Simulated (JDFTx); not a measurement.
Runs of JDFTx 1.7.0 (patched build) on GaN. It takes space group F-43m (No. 216, cubic). Conventional cell: a = 4.507 Å, b = 4.507 Å, c = 4.507 Å, α = 90.00°, β = 90.00°, γ = 90.00°. Ga (site symmetry -43m) has 4 N at 1.95 Å as nearest neighbours. N (site symmetry -43m) is surrounded by 4 Ga at 1.95 Å. The cell is a database's computed one.

```tsv
task	level	potentials or basis	k mesh	cutoff (eV)	max SCF steps	SCF threshold on the energy	solver of the electrons	further solve for the empty bands	band ratio of the Davidson solver	gap on the mesh (eV)	pressure (GPa)
single point	r2SCAN	SG15-PBE-1.2 with smoothed tails	6 × 6 × 6	1361	100	1e-09 Ha	scf	yes	-	1.87	-3.7
single point	PBEsol	PseudoDojo-SR-PBEsol-0.4.1-standard with smoothed tails	10 × 10 × 10	1143	100	1e-09 Ha	scf	yes	-	(b)	-0.9
single point	LDA	SG15-PBE-1.2 with smoothed tails	6 × 6 × 6	1361	100	1e-09 Ha	scf	yes	-	1.54	-6.0
single point	LDA	PseudoDojo-SR-LDA-0.4.1-standard with smoothed tails	10 × 10 × 10	1143	100	1e-09 Ha	scf	yes	-	(c)	(a)
```

Alike in all rows: no spin polarisation; cell as given; smearing fermi-dirac 0.05 eV.

Problem. Estimate the missing entries.

Solution. (a) -6.8; (b) 1.71; (c) 1.77.

Caveats: the potentials were made for another functional, which shifts forces and pressure (some runs); the empty levels aren't tightly converged (some runs).

A k mesh can miss the band edges, and the runs leave out spin-orbit coupling on Ga.
